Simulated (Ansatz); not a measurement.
Density of states of Ti (Im-3m, a = 3.256 Å, b = 3.256 Å, c = 3.256 Å, α = 90.00°, β = 90.00°, γ = 90.00°), in states per eV and primitive cell, averaged over bins of 0.4 eV. Theory: DFT PBE, scalar-relativistic, plane waves, PAW in Ansatz 0.2.0.

Plane waves to 420 eV, a k mesh through Γ of 18×18×18 on the computed 1-atom cell and Gaussian smearing (0.10 eV); no spin polarisation.

The cell is relaxed at this level. The states (both spins) are summed by tetrahedra on a 27×27×27 mesh at the self-consistent density. Energies are bin centres; the table starts no lower than −8 eV and ends at 6 eV, or lower where the solved bands end.

It is a metal at this level.

```tsv
E − E_F (eV)	total	Ti 3d	Ti 4s
-5.75	0.04	0.00	0.03
-5.35	0.07	0.00	0.06
-4.95	0.10	0.00	0.08
-4.55	0.13	0.00	0.11
-4.15	0.16	0.01	0.13
-3.75	0.20	0.02	0.16
-3.35	0.25	0.04	0.19
-2.95	0.34	0.09	0.23
-2.55	0.61	0.30	0.29
-2.15	0.90	0.60	0.28
-1.75	1.39	1.13	0.23
-1.35	0.98	0.85	0.09
-0.95	0.65	0.59	0.02
-0.55	2.10	1.98	0.02
-0.15	2.38	2.15	0.08
0.25	2.30	1.95	0.16
0.65	1.41	1.23	0.05
1.05	0.58	0.52	0.01
1.45	0.46	0.45	0.00
1.85	1.00	0.98	0.01
2.25	1.73	1.69	0.02
2.65	2.48	2.45	0.01
3.05	3.62	3.56	0.04
3.45	1.69	1.53	0.11
3.85	1.14	1.00	0.10
4.25	0.62	0.46	0.11
4.65	0.49	0.28	0.11
5.05	0.43	0.20	0.11
5.45	0.39	0.14	0.10
```

The columns after the total are the Löwdin projections on the occupied valence shells of the potentials. The rest of the total lies in shells that are empty in the free atom, which aren't projected, and between the atoms.

This bcc form isn't the element's structure at ambient conditions.